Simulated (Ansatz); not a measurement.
## Relaxing S

The calculation used Ansatz, DFT r2SCAN, scalar-relativistic, plane waves, PAW. Cutoff 500 eV, Γ-centred k mesh, Gaussian smearing, no spin polarisation in the final step.

S was placed on the dhcp structure type (P6_3/mmc, No. 194), at a guessed volume.

```yaml
crystal:
  lattice:
    - [3.48824, 0.00000, 0.00000]
    - [-1.74412, 3.02090, 0.00000]
    - [0.00000, 0.00000, 11.25025]
  atoms:
    - { symbol: S, position: [0.00000, 0.00000, 0.00000] }
    - { symbol: S, position: [0.00000, 0.00000, 0.50000] }
    - { symbol: S, position: [0.33333, 0.66667, 0.75000] }
    - { symbol: S, position: [0.66667, 0.33333, 0.25000] }
```

Cell and atoms relax at zero pressure; the relaxation can't lower the symmetry of the start. After a coarse first stage the cell is made exact in the group found at 0.06 Å.

Energies count from the standard state of S at the same level.

(1) Which crystal results?

(2) What are its volume, energy, density and gap?

Results:

(1) It keeps P6_3/mmc (No. 194), but not the shape of the type it started on. Conventional cell: a = 3.432 Å, c = 6.707 Å. S on Wyckoff site a (2 atoms of the primitive cell) has 6 S at 2.60 Å; S on Wyckoff site d (2 atoms of the primitive cell) has 6 S at 2.60 Å.

```cif
data_structure
_symmetry_space_group_name_H-M 'P6_3/mmc'
_symmetry_Int_Tables_number 194
_cell_length_a 3.4323
_cell_length_b 3.4323
_cell_length_c 6.7066
_cell_angle_alpha 90.000
_cell_angle_beta 90.000
_cell_angle_gamma 120.000
_cell_volume 68.42
loop_
_atom_site_label
_atom_site_type_symbol
_atom_site_symmetry_multiplicity
_atom_site_Wyckoff_symbol
_atom_site_fract_x
_atom_site_fract_y
_atom_site_fract_z
_atom_site_occupancy
S1 S 2 a 0.00000 0.00000 0.00000 1
S2 S 2 d 0.33333 0.66667 0.75000 1
```

(2) The volume per atom is 17.11 Å³, the density is 3.11 g/cm³ and the energy over the standard structure is 0.83 eV/atom. The gap on the 15×15×8 mesh is 0 eV (a metal).

The final run used a 15×15×8 mesh on its 4-atom cell and 0.10 eV smearing. The k mesh leaves about 4 meV/atom of noise in metals. Symmetry constrained the relaxation, so the result can be a saddle point. The steps took of the order of 70 core-seconds in all.

This form isn't the element's structure at ambient conditions.